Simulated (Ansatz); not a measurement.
## SnO2 at a changed volume — O-17 NMR of the central transition

Cell: a refined structure from the COD, relaxed with PBE at fixed cell and then changed (volume scaled by 1.04, ions relaxed).

```cif
data_SnO2
_symmetry_space_group_name_H-M 'P4_2/mnm'
_symmetry_Int_Tables_number 136
_cell_length_a 4.8003
_cell_length_b 4.8003
_cell_length_c 3.2284
_cell_angle_alpha 90.000
_cell_angle_beta 90.000
_cell_angle_gamma 90.000
loop_
_atom_site_label
_atom_site_type_symbol
_atom_site_symmetry_multiplicity
_atom_site_Wyckoff_symbol
_atom_site_fract_x
_atom_site_fract_y
_atom_site_fract_z
Sn Sn 2 a 0.0000 0.0000 0.0000
O O 4 f 0.3063 0.3063 0.0000
```

One atom of each set is listed.

All values are calculated (Ansatz; DFT, PBE, plane waves and PAW, scalar-relativistic, 420 eV cutoff, Γ-centred 7×7×9 k-points, Fermi–Dirac smearing 0.02 eV), not measured.

O-17 has I = 5/2 and Q = -25.58 mb (Pyykkö 2018); at 11.7 T its Larmor frequency is ν₀ = 67.6 MHz. Only the quadrupole interaction is simulated: positions count from each site's isotropic chemical shift, and J coupling is left out, as are shift anisotropy and dipolar coupling, which fast spinning averages.

Simulated pattern of one O site (fast magic-angle spinning, Gaussian broadening 0.5 kHz):

offset (kHz), height and a bar:
```
   -10.93          0 
   -10.66          1 
   -10.40          4 #
   -10.13          6 ##
    -9.86          7 ##
    -9.60          7 ##
    -9.33          7 ##
    -9.06          7 ##
    -8.80          7 ##
    -8.53          7 ##
    -8.26          8 ##
    -7.99          8 ##
    -7.73          8 ##
    -7.46          9 ###
    -7.19         13 ####
    -6.93         31 #########
    -6.66         56 #################
    -6.39         78 #######################
    -6.12         83 #########################
    -5.86         70 #####################
    -5.59         59 ##################
    -5.32         54 ################
    -5.06         51 ###############
    -4.79         49 ###############
    -4.52         48 ###############
    -4.26         48 ##############
    -3.99         49 ###############
    -3.72         50 ###############
    -3.45         51 ###############
    -3.19         54 ################
    -2.92         57 #################
    -2.65         63 ###################
    -2.39         74 ######################
    -2.12         92 ###########################
    -1.85        100 ##############################
    -1.58         85 #########################
    -1.32         60 ##################
    -1.05         26 ########
    -0.78          5 #
    -0.52          0
```

**Question.** Which |C_Q| and η does the pattern imply?

**Answer.** The pattern spans 9.33 kHz before broadening and its centre of gravity is at -4.19 kHz, which fixes P_Q; the places of the horns and steps fix η. That gives P_Q = 6.87 MHz, |C_Q| = 6.85 MHz and η = 0.13. The sign of C_Q can't be read from the pattern.

At O V_zz stands upright on the plane through its three neighbours (within 1°).

Without spin–orbit coupling (the program notes it for Sn) the gradients can shift somewhat, as the gap is small.
